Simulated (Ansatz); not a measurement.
Input and command of a calculation in Ansatz (plane waves; scalar-relativistic PAW potentials unless the input names others):

```yaml
crystal:
  lattice:
    - [3.4855, -3.4855, 0.0]
    - [3.4855, 0.0, -3.4855]
    - [9.8758157, 5.51859215, 5.51859215]
  atoms:
    - { symbol: Sr, position: [0.5972097217, 0.5972097217, 0.1666833333] }
    - { symbol: Sr, position: [-0.347256945, -0.347256945, 0.83335] }
    - { symbol: Sr, position: [0.1249763883, 0.1249763883, 0.5000166667] }
    - { symbol: Cl, position: [0.4930347217, 0.4930347217, 0.4166833333] }
    - { symbol: Cl, position: [0.965268055, -0.034731945, 0.08335] }
    - { symbol: Cl, position: [0.0208013883, 0.0208013883, 0.7500166667] }
    - { symbol: Cl, position: [0.2846847217, 0.2846847217, 0.9166833333] }
    - { symbol: Cl, position: [0.756918055, 0.756918055, 0.58335] }
    - { symbol: Cl, position: [0.2291513883, 0.2291513883, 0.2500166667] }
basis:
  ecutwfc: 420
kpoints:
  mp_grid: { grid: [5, 5, 2], kspacing: 0.3 }
hamiltonian:
  xc: pbe
scf:
  occupations: { method: gaussian, width: 0.05 }
  max_iter: 50
output:
  forces: true
  eigenvalues: true
  stress: true
```

```bash
ansatz run input.yaml --threads 2 --pin off --max-ram 2560MiB --backend cpu --events-out ev --progress --plain --runs-dir out
```

Question: What is wrong with this input?

Answer: The program refuses it, because of a mesh typed together with a spacing (kpoints.mp_grid.kspacing: not typed → 0.3). Without that key it is accepted.

Abridged log:
```
Error: invalid value for `kpoints.mp_grid.kspacing`: mutually exclusive with `grid` — set one or the other
```